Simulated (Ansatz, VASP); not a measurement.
**Two plane-wave programs on GaAs**

Contents of INCAR:

```
SYSTEM = GaAs
PREC = Accurate
ENCUT = 680
EDIFF = 1E-7
ISMEAR = -1
SIGMA = 0.05
LREAL = .False.
LASPH = .True.
NELM = 100
ALGO = Normal
ISIF = 3
LWAVE = .False.
LCHARG = .False.
GGA = PE
IBRION = 2
NSW = 60
EDIFFG = -0.01
```

KPOINTS

```
Automatic mesh
0
Gamma
  8 8 8
  0 0 0
```

File POSCAR:

```
GaAs
1.0
    0.0000000000      2.8268500000      2.8268500000
    2.8268500000      0.0000000000      2.8268500000
    2.8268500000      2.8268500000      0.0000000000
As Ga
1 1
Direct
    0.7500000000      0.7500000000      0.7500000000
    0.0000000000      0.0000000000      0.0000000000
```

Contents of input.yaml:

```yaml
crystal:
  lattice:
    - [0.0, 2.82685, 2.82685]
    - [2.82685, 0.0, 2.82685]
    - [2.82685, 2.82685, 0.0]
  atoms:
    - { symbol: As, position: [0.75, 0.75, 0.75] }
    - { symbol: Ga, position: [0.0, 0.0, 0.0] }
hamiltonian:
  xc: pbe
  pseudopotentials: { kind: paw }
kpoints:
  mp_grid: { grid: [8, 8, 8] }
scf:
  occupations: { method: fermi_dirac, width: 0.05 }
output:
  forces: true
  stress: true
  write_density: true
  write_potential: true
  elf: true
  volumetric_format: npy
relax:
  f_tol: 0.01
  max_steps: 40
  cell: { stress_tol: 0.05 }
```

Alike in both runs: task relaxation of cell and atoms; functional PBE; k mesh 8 × 8 × 8; occupations fermi-dirac, width 0.05 eV; no spin polarisation.

|  | VASP | Ansatz |
| --- | --- | --- |
| version | VASP 6.6.1 | Ansatz 0.2.0 |
| potentials or method | VASP PAW PBE potentials, release 64 (As_GW, Ga_d_GW) | Ansatz PAW |
| plane-wave cutoff (eV) | 680 | 420 |
| valence electrons in the cell | 18 | 28 |

|  | VASP | Ansatz | Ansatz less VASP |
| --- | --- | --- | --- |
| gap on the k mesh at the Fermi level, each at its own relaxed structure (eV) | 0.15 | 0.16 | +0.013 |
| relaxed volume (Å³/atom) | 23.72 | 23.71 | -0.014 |
| relaxed cell length with the largest relative difference (Å) | 4.063 | 4.063 | -0.0008 |
| energy change over the relaxation (meV/atom) | -11 | -11 | +0.5 |

The two sets of potentials don't hold the same shells in valence.

Caveats: the plane-wave basis is chosen anew once the cell has moved, so the energies of steps on either side of that aren't comparable (Ansatz). As with any semilocal functional, this PBE gap is likely too small. PBE usually gives volumes a little too large and moduli too small. Zero-point motion and thermal expansion aren't in these numbers.
